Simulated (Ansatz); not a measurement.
# K3Zn4F12: the cost of one run

Method: DFT PBEsol, scalar-relativistic, plane waves, PAW, in Ansatz 0.2.0.

2 further runs of the same task are left out: 2 set aside as unsound or not needed.

### Step 1. The structure to begin with

Symmetry: Im-3m, No. 229, cubic system. Conventional cell: a = 8.104 Å, b = 8.104 Å, c = 8.104 Å, α = 90.00°, β = 90.00°, γ = 90.00°. Around K (site symmetry 4/mmm) lie 12 F at 2.87 Å. Around Zn (site symmetry -3m) lie 6 F at 2.03 Å. Around F (site symmetry mm2) lie 2 Zn at 2.03 Å and 3 K at 2.87 Å.

The input asks for a charge of -1 e on the cell.

Structure file:

```xyz
19
Lattice="-4.0522 4.0522 4.0522 4.0522 -4.0522 4.0522 4.0522 4.0522 -4.0522" Properties=species:S:1:pos:R:3 pbc="T T T"
K     4.0522    0.0000    0.0000
K     0.0000    0.0000    0.0000
K     0.0000    0.0000    4.0522
Zn    2.0261    2.0261    2.0261
Zn    2.0261    2.0261   -2.0261
Zn    2.0261   -2.0261    2.0261
Zn   -2.0261    2.0261    2.0261
F     2.0261    2.0261    4.0522
F     2.0261    2.0261    0.0000
F     2.0261   -2.0261    4.0522
F    -2.0261    2.0261    4.0522
F     0.0000    2.0261    2.0261
F     4.0522   -2.0261    2.0261
F     4.0522    2.0261   -2.0261
F     4.0522    2.0261    2.0261
F     2.0261    4.0522    2.0261
F     2.0261    4.0522   -2.0261
F     2.0261    0.0000    2.0261
F    -2.0261    4.0522    2.0261
```

It is built from the cell relaxed beforehand with the same method (13.31 Å³/atom).

### Step 2. Setting up the jump

The supercell lacks one K atom, at fractional position (0.500, 0.000, 0.500), and holds 19 atoms and a charge of -1 e on a uniform background. Atom 1 (K), 4.05 Å away, is to jump into the empty site. The cell is fixed.

### Step 3. Relaxing around the vacancy

Contents of input.yaml:

```yaml
crystal:
  lattice:
    - [-4.05216782, 4.05216782, 4.05216782]
    - [4.05216782, -4.05216782, 4.05216782]
    - [4.05216782, 4.05216782, -4.05216782]
  atoms:
    - { symbol: K, position: [0.0, 0.5, 0.5] }
    - { symbol: K, position: [0.0, 0.0, 0.0] }
    - { symbol: K, position: [0.5, 0.5, 0.0] }
    - { symbol: Zn, position: [0.5, 0.5, 0.5] }
    - { symbol: Zn, position: [0.0, 0.0, 0.5] }
    - { symbol: Zn, position: [0.0, 0.5, 0.0] }
    - { symbol: Zn, position: [0.5, 0.0, 0.0] }
    - { symbol: F, position: [0.75, 0.75, 0.5] }
    - { symbol: F, position: [0.25, 0.25, 0.5] }
    - { symbol: F, position: [0.25, 0.75, 0.0] }
    - { symbol: F, position: [0.75, 0.25, 0.0] }
    - { symbol: F, position: [0.5, 0.25, 0.25] }
    - { symbol: F, position: [0.0, 0.75, 0.25] }
    - { symbol: F, position: [0.0, 0.25, 0.75] }
    - { symbol: F, position: [0.5, 0.75, 0.75] }
    - { symbol: F, position: [0.75, 0.5, 0.75] }
    - { symbol: F, position: [0.25, 0.0, 0.75] }
    - { symbol: F, position: [0.25, 0.5, 0.25] }
    - { symbol: F, position: [0.75, 0.0, 0.25] }
total_charge: -1
basis:
  ecutwfc: 420
kpoints:
  mp_grid: { grid: [4, 4, 4] }
hamiltonian:
  xc: pbesol
scf:
  occupations: { method: gaussian, width: 0.05 }
output:
  forces: true
  stress: true
  eigenvalues: true
  write_density: true
  write_potential: true
  elf: true
  volumetric_format: npy
relax:
  adjacent_minimum: "off"
  f_tol: 0.02
  max_steps: 50
```

The run is started by

```console
> ansatz run input.yaml --threads 4 --pin off --max-ram 9216MiB --backend cpu --events-out ev --progress --plain --runs-dir out
```

What time and memory should one allow on 4 threads of AMD EPYC 7R43 (Zen 3), shared host?

About 25 s, with a peak of 1 GiB.
